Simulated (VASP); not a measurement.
# MgO: relaxed cell and band gap, by functional

MgO, Fm-3m (no. 225), 2 atoms in the cell.

| Functional | Volume (Å³/atom) | Change from the starting volume (fraction) | Gap, path and mesh (eV) | Time (s) |
|---|---|---|---|---|
| RPBE | 9.85 | 0.069 | 4.33 | 55 |
| revPBE | 9.79 | 0.061 | 4.37 | 41 |
| AM05 | 9.36 | 0.015 | 4.70 | 55 |
| PW91 | 9.53 | 0.034 | 4.58 | 48 |
| BLYP | 9.71 | 0.053 | 4.64 | 86 |
| optPBE exchange with PBE correlation | 9.58 | 0.039 | 4.45 | 39 |
| optB88 exchange with PBE correlation | 9.43 | 0.023 | 4.59 | 46 |
| optB86b exchange with PBE correlation | 9.42 | 0.021 | 4.51 | 45 |
| PW86R exchange with PBE correlation | 9.71 | 0.053 | 4.45 | 44 |

## Input of the first row

INCAR.step1:
```
SYSTEM = MgO
PREC     = Accurate       ! precision mode
ENCUT    = 600            ! plane-wave cutoff, eV
EDIFF    = 1E-7           ! SCF threshold, eV
ISMEAR   = 0              ! smearing method
SIGMA    = 0.02           ! smearing width, eV
LREAL    = .False.        ! projectors in reciprocal space
LASPH    = .True.         ! aspherical terms in the spheres
GGA_COMPAT= .False.      
ALGO     = Normal         ! electronic algorithm
NELM     = 150            ! most SCF steps
ISIF     = 3              ! what is computed and relaxed
LWAVE    = .False.        ! write WAVECAR
LCHARG   = .False.        ! write CHGCAR
GGA      = RP             ! functional
IBRION   = 2              ! ionic algorithm
EDIFFG   = -0.005         ! ionic threshold
NSW      = 60             ! ionic steps
```

INCAR.step2, as INCAR.step1 but for:
```
- NSW = 60
+ NSW = 40
```

INCAR.step3, as INCAR.step2 but for:
```
- ISIF = 3
- IBRION = 2
- EDIFFG = -0.005
- NSW = 40
+ ISIF = 2
+ NBANDS = 11
```

KPOINTS:
```
k-points
0
Gamma
  8 8 8
```

KPOINTS_OPT:
```
path GXWKGLUWLK,UX
8
line-mode
reciprocal
 0.0000000000  0.0000000000  0.0000000000  G
 0.5000000000  0.0000000000  0.5000000000  X

 0.5000000000  0.0000000000  0.5000000000  X
 0.5000000000  0.2500000000  0.7500000000  W

 0.5000000000  0.2500000000  0.7500000000  W
 0.3750000000  0.3750000000  0.7500000000  K

 0.3750000000  0.3750000000  0.7500000000  K
 0.0000000000  0.0000000000  0.0000000000  G

 0.0000000000  0.0000000000  0.0000000000  G
 0.5000000000  0.5000000000  0.5000000000  L

 0.5000000000  0.5000000000  0.5000000000  L
 0.6250000000  0.2500000000  0.6250000000  U

 0.6250000000  0.2500000000  0.6250000000  U
 0.5000000000  0.2500000000  0.7500000000  W

 0.5000000000  0.2500000000  0.7500000000  W
 0.5000000000  0.5000000000  0.5000000000  L

 0.5000000000  0.5000000000  0.5000000000  L
 0.3750000000  0.3750000000  0.7500000000  K

 0.6250000000  0.2500000000  0.6250000000  U
 0.5000000000  0.0000000000  0.5000000000  X
```

POSCAR.step1:
```
MgO
1.0
    0.0000000000      2.0970013927      2.0970013927
    2.0970013927      0.0000000000      2.0970013927
    2.0970013927      2.0970013927      0.0000000000
Mg O
1 1
Direct
    0.0000000000      0.0000000000      0.0000000000
    0.5000000000      0.5000000000      0.5000000000
```

Commands (each step's output is kept before the next begins):
```
cat potpaw_PBE.64/Mg/POTCAR potpaw_PBE.64/O/POTCAR > POTCAR
cp INCAR.step1 INCAR
cp POSCAR.step1 POSCAR
mpirun -np 1 vasp_std > vasp.out
cp CONTCAR POSCAR
rm WAVECAR CHG
cp INCAR.step2 INCAR
mpirun -np 1 vasp_std > vasp.out
cp CONTCAR POSCAR
rm WAVECAR CHG
cp INCAR.step3 INCAR
mpirun -np 1 vasp_std > vasp.out
```

Changes of the last row against the first:
```
(all steps)
- GGA = RP
+ GGA = ML
```

VASP 6.6.1 took 55 s on 1 core (Intel Xeon Platinum 8259CL @ 2.50GHz (Skylake/Cascade Lake)), a shared host.
